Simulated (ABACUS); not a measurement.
Cr: single point with BLYP

The system is Cr.

```
Cr
1.0
     1.48445    1.48445    1.48445
    -1.48445    1.48445    1.48445
    -1.48445   -1.48445    1.48445
Cr
1
Cartesian
  0.0000 0.0000 0.0000
```

| Quantity | Value |
| --- | --- |
| Program | ABACUS 3.10.1 |
| Task | single point |
| Functional | BLYP |
| Potentials or basis | Ansatz NC PBE |
| Cutoff | 1293 eV |
| Density cutoff | 5170 eV |
| Basis | plane waves |
| k mesh | 10 × 10 × 10 |
| Occupations | fermi-dirac, width 0.05 eV |
| Spin | collinear spin, ferromagnetic start |
| Starting moments | [3.0] μB |

```yaml
Pressure: -18.8 GPa
Band_gap_on_the_k_mesh: none (metal or under the smearing width)
Net_moment: 0.00 μB per cell
Absolute_moment: 0.00 μB per cell
```

Levels at points of the mesh, in eV from the Fermi level:
Spin up:
```csv
k point,band 4,band 5,band 6,band 7,band 8,band 9,band 10,band 11
"(0.00, 0.00, 0.00)",-42.87,-7.31,-0.84,-0.84,-0.84,0.93,0.93,21.49
"(0.50, 0.50, 0.00)",-42.87,-3.87,-2.13,0.91,1.02,1.20,2.36,8.54
"(0.50, 0.50, 0.50)",-43.31,-3.63,-3.63,2.03,2.03,2.03,9.59,9.59
```
Spin down:
| k point | band 4 | band 5 | band 6 | band 7 | band 8 | band 9 | band 10 | band 11 |
| --- | --- | --- | --- | --- | --- | --- | --- | --- |
| (0.00, 0.00, 0.00) | -42.87 | -7.31 | -0.84 | -0.84 | -0.84 | 0.93 | 0.93 | 21.49 |
| (0.50, 0.50, 0.00) | -42.87 | -3.87 | -2.13 | 0.91 | 1.02 | 1.19 | 2.36 | 8.54 |
| (0.50, 0.50, 0.50) | -43.31 | -3.63 | -3.63 | 2.03 | 2.03 | 2.03 | 9.59 | 9.59 |

It took 9.8 s on 4 MPI ranks on Intel(R) Xeon(R) Platinum 8488C (Sapphire Rapids), with other jobs on the host, peak memory 0.24 GiB a rank.

Caveat: the starting moments collapsed, and a magnetic state may lie lower; so large a pressure means that the cell lies far from this level's equilibrium, or that cutoff or potentials fall short; the potentials were made for another functional, which shifts forces and pressure.
